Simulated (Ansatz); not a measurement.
HgTe: pressure against volume per atom

All results are calculated (Ansatz 0.2.0). Density functional stress and forces at fixed atoms, pressure and stress positive in compression, spin-unpolarised plane waves.

Cell of the first row (space group F-43m, No. 216):
```
CELL_PARAMETERS angstrom
0.00000 3.15760 3.15760
3.15760 0.00000 3.15760
3.15760 3.15760 0.00000
ATOMIC_POSITIONS crystal
Hg 0.00000 0.00000 0.00000
Te 0.25000 0.25000 0.25000
```

Settings of every row: periodic directions 3; functional r2SCAN; spin orbit no; potentials PAW; wave cutoff 500 eV; k mesh 6x6x6; smearing width 0.02 eV.

Limits: small gap without spin-orbit coupling; a metal with narrow smearing on a modest k mesh, so values may shift with more k points.

| row | volume per atom (Å³) | pressure (GPa) |
| --- | --- | --- |
| 1 | 31.482 | 6.61 |
| 2 | 32.699 | 4.13 |
| 3 | 33.491 | 2.77 |
| 4 | 34.007 | ? |
| 5 | 34.527 | 1.26 |
| 6 | 35.585 | -0.04 |
| 7 | 36.662 | -1.14 |
| 8 | 38.636 | -2.69 |
| 9 | 38.884 | -2.85 |
| 10 | 40.027 | -3.5 |
| 11 | 42.345 | -4.46 |

Question: what pressure should row 4 give?

Worked fit of pressure. Take u = (V_r/V)^(2/3) − 1 with V_r = 36.123 Å³ an atom, which is twice the finite (Eulerian) strain; such expansions in the strain, on which the Birch-Murnaghan equation of state is built, carry the rest volume and the bulk modulus. The shown rows have u = 0.09601, 0.06864, 0.05173, 0.03058, 0.01005, -0.00983, -0.04385, -0.04792, -0.06613, -0.10053. Least squares give pressure = −0.615 + 55.214 × u + 189.13 × u² + 202.9 × u³ GPa; a parabola predicts inner rows, each left out in turn, worse (root mean square 0.041 against 0.0035 GPa). The rows lie off it by 0.00, 0.00, -0.01, 0.00, 0.00, 0.00, 0.00, 0.00, 0.00, 0.00. The pressure vanishes at u = 0.0107, or V = 35.55 Å³ an atom, and there the bulk modulus with atoms relaxed is B = −V dP/dV = (2/3)(1 + u) dP/du = 40 GPa. The withheld row has u = 0.04106, so the fit gives −0.615 + 55.214 × (0.04106) + 189.13 × (0.04106)² + 202.9 × (0.04106)³ = 1.98 GPa.

The calculation gave 1.98 GPa. The fit meets it to the printed digit.
